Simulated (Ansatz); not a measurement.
A series in volume scale on GaP

Free energy against uniform scaling of the volume at fixed shape and fractions; periodic cell, basis, potentials, k mesh and filling as listed. The results are calculated, by Ansatz 0.2.0.

The cell before it is scaled or strained (space group F-43m, No. 216):
```
CELL_PARAMETERS angstrom
0.00000 2.72520 2.72520
2.72520 0.00000 2.72520
2.72520 2.72520 0.00000
ATOMIC_POSITIONS crystal
Ga 0.00000 0.00000 0.00000
P 0.25000 0.25000 0.25000
```

Settings of every row: functional PBEsol; dispersion none; potentials all-electron LAPW; k mesh 6x6x6; k shift 0x0x0; occupations fixed; smearing width 0 eV; spin none.

| row | volume scale | V (Å³/atom) | energy above lowest point (meV/atom) |
| --- | --- | --- | --- |
| 1 | 0.94 | 19.025 | 16.9 |
| 2 | 0.97 | 19.632 | 2.9 |
| 3 | 1 | 20.239 | 0 |
| 4 | 1.03 | 20.846 | ? |
| 5 | 1.06 | 21.454 | 21 |

Question: what energy above lowest point should row 4 give?

Worked fit of energy above lowest point. Take u = (V_r/V)^(2/3) − 1 with V_r = 19.936 Å³ an atom, which is twice the finite (Eulerian) strain; such expansions in the strain, on which the Birch-Murnaghan equation of state is built, carry the rest volume and the bulk modulus. The shown rows have u = 0.03167, 0.0103, -0.01001, -0.04775. Least squares give energy above lowest point = 0.18 + 143.2 × u + 12131 × u² meV/atom; a straight line predicts inner rows, each left out in turn, worse (root mean square 12 against 0.089 meV/atom). All shown rows lie on it to the printed digit. Its lowest point lies at u = -0.0059, or V = 20.11 Å³ an atom, and the curvature there gives the bulk modulus at fixed shape and fractions, B = (4/9)(1 + u)² E″(u)/V = 84.9 GPa. The withheld row has u = -0.02932, so the fit gives 0.18 + 143.2 × (-0.02932) + 12131 × (-0.02932)² = 6.4 meV/atom.

The calculation gave 6.5 meV/atom. The fit lies 0.1 meV/atom (0.48 % of the column's range) below it, one unit of the last digit.
